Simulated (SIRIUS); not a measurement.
**P in SIRIUS: convergence with lmax of the augmentation**

Crystal: P.

```
CELL_PARAMETERS angstrom
1.72573 0.99635 3.12968
-1.72573 0.99635 3.12968
0.00000 -1.99270 3.12968
ATOMIC_POSITIONS crystal
P 0.76363 0.77121 0.76339
P 0.22196 0.22899 0.22684
```

This isn't the form of P at room conditions, which is orthorhombic.

The cell isn't the ideal one: atoms moved at random.

| Property | Result |
| --- | --- |
| Program | SIRIUS 7.12.0 |
| Task | convergence study |
| Functional | LDA |
| Potentials or basis | all-electron FP-LAPW |
| Cutoff | 179 eV |
| Basis | apw+lo standard |
| k mesh | 9 × 9 × 9 |
| Occupations | fermi-dirac, width 0.05 eV |
| Spin | no spin polarisation |

These are the settings of the first run; the series varies lmax of the augmentation, with any setting tied to it.

Hardware: 1 thread of Arm Neoverse V1, with other jobs on the host.

Problem. The values tried are 4, 5, 6, 8, 10, 12, 14, loosest first. From which on does the energy stay within 1 meV/atom of the tightest run that finished?

Solution. From 8 on.

```tsv
lmax of the augmentation	energy less the tightest run, at zero smearing (meV/atom)	largest force (eV/Å)	SCF cycles	CPU time (s)	peak memory (GiB)
4	-92.44	0.739	6	71	0.51
5	-17.36	0.338	6	79	0.57
6	-3.24	0.264	6	89	0.64
8	-0.16	0.245	6	110	0.8
10	0.00	0.244	6	150	1
12	0.00	0.244	6	190	1.3
14	0.00	0.244	6	250	1.6
```

Against the tightest run, the largest force stays within 0.005 eV/Å from 8 on. The tightest run that finished is the yardstick and may itself not be fully converged.
